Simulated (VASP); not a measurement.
## HfO2: electric field gradients with PBE

Crystal: HfO2.

```xyz
12
Lattice="5.1180 0.0000 0.0000 0.0000 5.1857 0.0000 -0.8587 0.0000 5.2139" Properties=species:S:1:pos:R:3 pbc="T T T"
Hf    1.2314    0.2059    1.0845
Hf    3.4573    2.7987    1.5224
Hf    3.0279    4.9798    4.1294
Hf    0.8021    2.3870    3.6914
O     1.8842    3.9313    2.5032
O     2.8045    1.3384    0.1038
O     2.3751    1.2544    2.7107
O     1.4549    3.8473    5.1101
O     0.0821    1.7196    1.8076
O     4.6066    4.3124    0.7993
O     4.1773    3.4661    3.4062
O    -0.3473    0.8733    4.4146
```

| Property | Result |
| --- | --- |
| Program | VASP 6.6.1 |
| Task | electric field gradients |
| Functional | PBE |
| Potentials or basis | VASP PAW PBE potentials, release 64 (Hf_pv, O) |
| Cutoff | 520 eV |
| k mesh | 5 × 5 × 5 |
| Occupations | fermi-dirac, width 0.02 eV |
| Spin | no spin polarisation |
| Dipole correction | no |
| Further INCAR settings | ALGO = Fast; EDIFF = 1e-08; NBANDS = 56 |

```json
{"Pressure": "2.7 GPa", "Largest force": "0.458 eV/Å", "Band gap on the k mesh": "4.16 eV, indirect (least direct gap 4.23 eV)"}
```

Forces on the atoms (eV/Å):
```
Hf   0.159  0.018  0.030
Hf  -0.159  0.018 -0.030
Hf  -0.159 -0.018 -0.030
Hf   0.159 -0.018  0.030
O   -0.114 -0.032 -0.079
O    0.114 -0.032  0.079
O    0.114  0.032  0.079
O   -0.114  0.032 -0.079
O   -0.404  0.180 -0.118
O    0.404  0.180  0.118
O    0.404 -0.180  0.118
O   -0.404 -0.180 -0.118
```

Stress tensor (GPa, compression positive):
```
2.70 0.00 0.27
0.00 1.98 0.00
0.27 0.00 3.29
```

Levels at points of the mesh, in eV from the valence-band top:
```
           k point  band 40  band 41  band 42  band 43  band 44  band 45  band 46  band 47  band 48  band 49
(0.00, 0.00, 0.00)    -0.98    -0.54    -0.52    -0.17     0.00     4.54     5.10     5.28     5.50     5.67
```

Electric field gradients, principal values (V/Å²):
```csv
atom,Vxx,Vyy,Vzz
1 Hf,-22.474,-78.242,100.716
2 Hf,-22.474,-78.242,100.716
3 Hf,-22.474,-78.242,100.716
4 Hf,-22.474,-78.242,100.716
5 O,-1.435,-8.939,10.374
6 O,-1.435,-8.939,10.374
7 O,-1.435,-8.939,10.374
8 O,-1.435,-8.939,10.374
9 O,-1.766,-8.791,10.557
10 O,-1.766,-8.791,10.557
11 O,-1.766,-8.791,10.557
12 O,-1.766,-8.791,10.557
```

Wall time 9.1 min on 1 thread of AMD EPYC 7R13 Processor (Zen 3), on a shared host, peak memory 0.35 GiB.

The gap isn't set beside the measured one, since this odd mesh misses points on the zone boundary.

Caveat: spin-orbit coupling is left out, which moves the levels of the heavy elements; an odd mesh through Γ misses points on the zone boundary, where band edges often lie.
